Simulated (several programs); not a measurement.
**Many methods on one cell: BaTiO3 (Pm-3m)**

Measured values to be reproduced:
- volume: 12.89 Å³ an atom (from the lattice constants; a of paraelectric cubic phase; “Pyrocatalysis—The DCF assay as a pH-robust tool to determine the oxidation capability of thermally excited pyroelectric powders”; minority cubic phase (25 wt%) in mixed-phase powder, coexisting with tetragonal phase; overlapping peaks in two-phase Rietveld refinement; 2020; pmc:7004307)

A 5-atom cell of BaTiO3 started from a crystallographic database, relaxed with r2SCAN in Ansatz, was computed with several methods. The symmetry is Pm-3m (No. 221, cubic); conventional cell a = 3.994 Å, 12.74 Å³ an atom. Around Ba lie 12 O at 2.82 Å; around Ti lie 6 O at 2.00 Å; around O lie 2 Ti at 2.00 Å and 4 Ba at 2.82 Å. (Simulation; spin polarisation is off.)

```cif
data_structure
_symmetry_space_group_name_H-M 'Pm-3m'
_symmetry_Int_Tables_number 221
_cell_length_a 3.9941
_cell_length_b 3.9941
_cell_length_c 3.9941
_cell_angle_alpha 90.000
_cell_angle_beta 90.000
_cell_angle_gamma 90.000
_cell_volume 63.72
loop_
_atom_site_label
_atom_site_type_symbol
_atom_site_symmetry_multiplicity
_atom_site_Wyckoff_symbol
_atom_site_fract_x
_atom_site_fract_y
_atom_site_fract_z
_atom_site_occupancy
Ba1 Ba 1 b 0.50000 0.50000 0.50000 1
Ti1 Ti 1 a 0.00000 0.00000 0.00000 1
O1 O 3 d 0.50000 0.00000 0.00000 1
```

Gaps and times are for a single point on this cell; volume and bulk modulus come from each method's own relaxation or energy curve at fixed shape. Times are rough, from shared hosts (AMD EPYC 7R13 Processor; Arm Neoverse V1; NVIDIA H100 80GB HBM3), and each method has its own mesh and cell size. A star marks a curve whose lowest point is an end point. Gaps from k meshes are read at a limited set of points (mesh, symmetry points, PBE's band edges), so each method's own least gap may be somewhat smaller. Minimal bases can be far off for gaps. Times of the plane-wave ladder aren't listed, since it ran on unlike processors and cards. GLLB-SC's gap includes the derivative discontinuity. d marks a direct gap, i an indirect one (no mark: not told apart), a dash a value that wasn't computed or didn't pass its checks.

```csv
method,kind,gap (eV),own volume (Å³/atom),bulk modulus (GPa),atoms computed,processor time
PBEsol,semilocal,–,12.51,–,5,–
light PBE (260 eV and a coarse mesh),light plane-wave,1.41 i,–,–,5,0.97 s
LDA,semilocal,1.74 i,12.18,–,5,–
PBE,semilocal,1.82 i,12.99,163,5,–
r2SCAN,semilocal,2.17 i,12.74,181,5,–
PBE/SZV (CP2K),small basis,1.24 d,13.89*,149*,5,14 s
GLLB-SC (GPAW),model potential,3.58,–,–,5,16 s
PBE/DZVP (CP2K),small basis,1.68 i,13.13,164,5,40 s
PBE+SOC,semilocal,1.81 i,–,–,5,–
HSE06,hybrid,3.21 i,–,–,5,–
r2SCAN0,hybrid,4.24 i,–,–,5,–
```

Against HSE06 (3.21 eV) and with closed or daggered gaps left aside, the nearest gap at the points sampled is that of GLLB-SC (GPAW) (+0.37 eV) and the farthest that of PBE/SZV (CP2K) (-1.97 eV). HSE06 is only a yardstick of convenience, and nearness to it can be luck.

Volumes against r2SCAN's: PBEsol -1.8 %, LDA -4.4 %, PBE +1.9 %, PBE/DZVP (CP2K) +3.0 %.

Comparison with experiment:
- Volume, measured 12.89 Å³ an atom: PBEsol -2.9 %, LDA -5.5 %, PBE +0.8 %, r2SCAN -1.1 %, PBE/DZVP (CP2K) +1.9 %.
The calculations are for a static lattice; samples hold vibrations, temperature and, in optical gaps, excitons. A measured value is shown where most reports agree with it, and only for the quantities listed.

Only the rows marked +SOC include spin-orbit coupling.
